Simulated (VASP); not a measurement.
Set up this calculation in VASP 6.6.1, as the native input.

```yaml
Task: single point
Functional: PBEsol
Potentials_or_basis: VASP PAW PBE potentials, release 64 (Te, Pt)
Cutoff: 520 eV
k_mesh: 5 × 5 × 4
Occupations: gaussian, width 0.05 eV
Spin: collinear spin, typed start
Starting_moments: "[0.0, 0.0, 0.5, 0.5] μB"
Fixed_moment: 1 μB
Hubbard_terms: Pt d U = 6.0 eV
Dipole_correction: no
Further_INCAR_settings: ALGO = Fast; EDIFF = 1e-07; NBANDS = 28
```

The structure of TePt lies in POSCAR:

```
TePt
1.0
    4.1109992400      0.0000000000      0.0000000000
   -2.0554996200      3.5602297800      0.0000000000
    0.0000000000      0.0000000000      5.4459992500
Te Pt
2 2
Direct
    0.3333333333      0.6666666667      0.2500000000
    0.6666666667      0.3333333333      0.7500000000
    0.0000000000      0.0000000000      0.0000000000
    0.0000000000      0.0000000000      0.5000000000
```

Measurements of this composition are mostly on another form, of space group No. 166.

These files were run (other wordings do the same):

INCAR

```
SYSTEM = TePt
PREC     = Accurate       ! precision mode
ENCUT    = 520            ! plane-wave cutoff, eV
EDIFF    = 1E-7           ! SCF threshold, eV
ISMEAR   = 0              ! smearing method
SIGMA    = 0.05           ! smearing width, eV
LREAL    = .FALSE.        ! projectors in reciprocal space
LASPH    = .TRUE.         ! aspherical terms in the spheres
NELM     = 150            ! most SCF steps
ALGO     = Fast           ! electronic algorithm
ISIF     = 2              ! what is computed and relaxed
LWAVE    = .FALSE.        ! write WAVECAR
LCHARG   = .FALSE.        ! write CHGCAR
ISPIN    = 2              ! spin polarisation
MAGMOM   = 0 0 0.5 0.5    ! initial moments
LORBIT   = 11             ! projections on sites
NUPDOWN  = 1.0            ! fixed moment
LMAXMIX  = 4              ! l up to which the mixer works
LDAU     = .TRUE.         ! DFT+U
LDAUTYPE = 2            
LDAUL    = -1 2           ! shell
LDAUU    = 0 6            ! U, eV
LDAUJ    = 0 0          
LDAUPRINT= 1            
GGA      = PS             ! functional
NBANDS   = 28             ! bands
```

KPOINTS

```
regular mesh
0
G
  5 5 4
  0 0 0
```

Potentials or basis: VASP PAW PBE potentials, release 64 (Te, Pt).

The run is started by

```bash
$ cat potpaw_PBE.64/Te/POTCAR potpaw_PBE.64/Pt/POTCAR > POTCAR
$ mpirun -np 1 vasp_std > vasp.out
```

Results of the run:

```yaml
Pressure: 3.5 GPa
Net_moment: 1.00 μB per cell
Site_moments: Te +0.15; Pt +0.26 μB
Valence_electrons_inside_the_program's_atomic_spheres: Te 3.29; Pt 9.99
```

Caveat: the PAW data sets were made with another functional, which shifts forces and pressure a little; the total moment is fixed, so each spin has its own Fermi level; the U is typed as a test and isn't derived for this compound.

Wall time 55 s on 1 thread of Intel(R) Xeon(R) Platinum 8488C (Sapphire Rapids) (shared host), peak memory 0.25 GiB.
